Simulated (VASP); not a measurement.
A run of VASP 6.6.1 is set up as follows.

The input INCAR:

```
SYSTEM = FeSi2
PREC = Accurate
ENCUT = 600
EDIFF = 1E-7
ISMEAR = 1
SIGMA = 0.1
LREAL = .False.
LASPH = .True.
NELM = 80
ALGO = Normal
ISIF = 3
LWAVE = .False.
LCHARG = .False.
METAGGA = R2SCAN
LMIXTAU = .True.
IBRION = 2
NSW = 90
EDIFFG = -0.005
```

The input KPOINTS:

```
regular mesh
0
Gamma
  14 14 8
  0 0 0
```

The input POSCAR:

```
FeSi2                                   
1.0
    2.6815471841      0.0000000000     -0.0000000000
    0.0000000000      2.6815471841      0.0000000000
    0.0000000000      0.0000000000      5.1029579886
  Fe              Si            
     1     2
Direct
     0.0000000000000000    0.0000000000000000    0.0000000000000000
     0.5000000000000000    0.5000000000000000    0.2714095806492158
     0.5000000000000000    0.5000000000000000    0.7285904193507843
```

Potentials or basis: VASP PAW PBE potentials, release 64 (Fe, Si).

Launch:

```bash
$ cat potpaw_PBE.64/Fe/POTCAR potpaw_PBE.64/Si/POTCAR > POTCAR
$ mpirun -np 1 vasp_std > vasp.out
```

Q: Estimate the relaxed volume.

A: 12.23 Å³/atom.

Q: Estimate the band gap on the k mesh.

A: None (metal or under the smearing width).

Q: Estimate the relaxed cell.

A: a = 2.681 Å, b = 2.681 Å, c = 5.104 Å, α = 90.00°, β = 90.00°, γ = 90.00°.

Q: Estimate the space group after relaxing (to 0.05 Å).

A: P4/mmm (No. 123).

Final structure:
```cif
data_structure
_symmetry_space_group_name_H-M 'P 1'
_symmetry_Int_Tables_number 1
_cell_length_a 2.6810
_cell_length_b 2.6810
_cell_length_c 5.1044
_cell_angle_alpha 90.000
_cell_angle_beta 90.000
_cell_angle_gamma 90.000
_cell_volume 36.69
loop_
_atom_site_label
_atom_site_type_symbol
_atom_site_fract_x
_atom_site_fract_y
_atom_site_fract_z
_atom_site_occupancy
Fe1 Fe 0.00000 0.00000 0.00000 1
Si1 Si 0.50000 0.50000 0.27145 1
Si2 Si 0.50000 0.50000 0.72855 1
```

Caveat: the PAW data sets were made with another functional, which shifts forces and pressure a little. Spin polarisation is off, so any magnetic state and its effect on volume and gap are missing.
